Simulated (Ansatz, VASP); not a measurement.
Two plane-wave programs on HfC

The input INCAR:

```
SYSTEM = HfC
PREC = Accurate
ENCUT = 520
EDIFF = 1E-6
ISMEAR = -1
SIGMA = 0.1
LREAL = .FALSE.
LASPH = .TRUE.
NELM = 100
ALGO = Normal
ISIF = 2
LWAVE = .FALSE.
LCHARG = .TRUE.
GGA = PE
LELF = .TRUE.
LVHAR = .TRUE.
NBANDS = 14
```

Contents of KPOINTS:

```
Automatic mesh
0
G
  6 6 6
  0 0 0
```

POSCAR

```
HfC
1.0
   -0.0459431718      2.3373713450      2.3552414618
    2.2410224638      0.0540496159      2.2552386908
    2.2935246673      2.2898707775      0.0015474123
Hf C
1 1
Direct
    0.5451300000      0.4898700000      0.4574200000
    0.9764300000      0.9958400000      0.9861200000
```

Input for Ansatz:

```yaml
crystal:
  lattice:
    - [-0.045943171810386076, 2.337371344985239, 2.3552414617911044]
    - [2.2410224638157397, 0.05404961585863325, 2.255238690816607]
    - [2.293524667325262, 2.289870777520264, 0.0015474123491112214]
  atoms:
    - { symbol: Hf, position: [0.54513, 0.48987, 0.45742] }
    - { symbol: C, position: [0.97643, 0.99584, 0.98612] }
basis:
  ecutwfc: 540.0
  xc_grid: 2
kpoints:
  mp_grid:
    grid: [6, 6, 6]
hamiltonian:
  xc: pbe
scf:
  convergence:
    dr2_threshold: 1.0e-09
  occupations:
    method: fermi_dirac
output:
  forces: true
  stress: true
```

Alike in both runs: task single point; functional PBE; k mesh 6 × 6 × 6; no spin polarisation.

|  | VASP | Ansatz |
| --- | --- | --- |
| version | VASP 6.6.1 | Ansatz 0.2.0 |
| potentials or method | VASP PAW PBE potentials, release 64 (Hf_pv, C) | plane waves, PAW |
| plane-wave cutoff (eV) | 520 | 540 |
| occupations | fermi-dirac, width 0.1 eV | fermi-dirac |
| valence electrons in the cell | 14 | 30 |

```csv
,VASP,Ansatz,Ansatz less VASP
pressure (GPa),14.3,14.7,+0.42
largest component of the traceless stress (GPa),9.25,9.22,-0.025
rms of the force components (eV/Å),0.934,0.938,+0.0040
```

Atom by atom the forces differ by 0.004 eV/Å (rms over components). The two sets of potentials don't hold the same shells in valence. Ansatz warned: «stress_scf_threshold_loose».

Caveats: the k mesh is coarse (spacing up to 0.41 Å⁻¹), so the values aren't converged; forces of over 1 eV/Å show positions far from the minimum, so gaps and moduli don't describe the material at rest. Spin-orbit coupling is left out, which matters for the levels of Hf.
